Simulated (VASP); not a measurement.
Here is a VASP 6.6.1 calculation.

File INCAR:

```
SYSTEM = Cs
PREC = Accurate
ENCUT = 600
EDIFF = 1E-6
ISMEAR = -1
SIGMA = 0.1
LREAL = .False.
LASPH = .True.
NELM = 80
ALGO = Normal
ISIF = 3
LWAVE = .False.
LCHARG = .False.
GGA = PS
IBRION = 2
NSW = 80
EDIFFG = -0.01
```

The input KPOINTS:

```
regular mesh
0
Gamma
  7 7 7
  0 0 0
```

The input POSCAR:

```
Cs
1.0
    0.0000000000      3.8081113733      3.8081113733
    3.8081113733      0.0000000000      3.8081113733
    3.8081113733      3.8081113733      0.0000000000
Cs
1
Direct
    0.0000000000      0.0000000000      0.0000000000
```

Potentials or basis: VASP PAW PBE potentials, release 64 (Cs_sv).

Run with:

```sh
$ cat potpaw_PBE.64/Cs_sv/POTCAR > POTCAR
$ mpirun -np 1 vasp_std > vasp.out
```

Task: What does it give for the band gap on the k mesh?

Result: None (metal or under the smearing width).

Task: Estimate the space group after relaxing (to 0.05 Å).

Result: Fm-3m (No. 225).

Task: What does it give for the relaxed volume?

Result: 108.75 Å³/atom.

Task: Predict the relaxed cell.

Result: a = 5.358 Å, b = 5.358 Å, c = 5.358 Å, α = 60.00°, β = 60.00°, γ = 60.00°.

Step by step:
| step | energy change (eV) | largest force (eV/Å) | pressure (GPa) | volume (Å³) |
| --- | --- | --- | --- | --- |
| 1 | 0.0000 | 0.0000 | -0.04 | 110.45 |
| 2 | -0.0001 | 0.0000 | -0.03 | 110.02 |
| 3 | -0.0003 | 0.0000 | -0.01 | 108.75 |

Caveat: the PAW data sets were made with another functional, which shifts forces and pressure a little. The run has no spin-orbit coupling, so splittings on Cs are missing.
